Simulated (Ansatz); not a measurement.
Rough cost of magnetic runs on Cr (I4/mmm) in Ansatz 0.2.0, 4 threads of Arm Neoverse V1, on a shared host.

```xyz
2
Lattice="2.8307 0.0000 0.0000 0.0000 2.8307 0.0000 0.0000 0.0000 3.2658" Properties=species:S:1:pos:R:3 pbc="T T T"
Cr    0.0000    0.0000    0.0000
Cr    1.4154    1.4154    1.6329
```

```tsv
run	functional, mesh	k points solved	bands	iterations	wall time (s)	peak memory (GiB)
PAW: stretched by 10 % along z at fixed volume; spin–orbit coupling, moments along [100]	PBE, 9×9×8	125	36	16	16	0.58
PAW: stretched by 10 % along z at fixed volume; collinear moments without spin–orbit coupling	PBE, 9×9×8	75	21	11	1.2	0.33
LAPW: stretched by 10 % along z at fixed volume; collinear moments without spin–orbit coupling	PBE, 9×9×8	75	20	18	14	0.69
PAW: stretched by 10 % along z at fixed volume; spin–orbit coupling, moments along [001]	PBE, 9×9×8	75	36	16	11	0.52
```
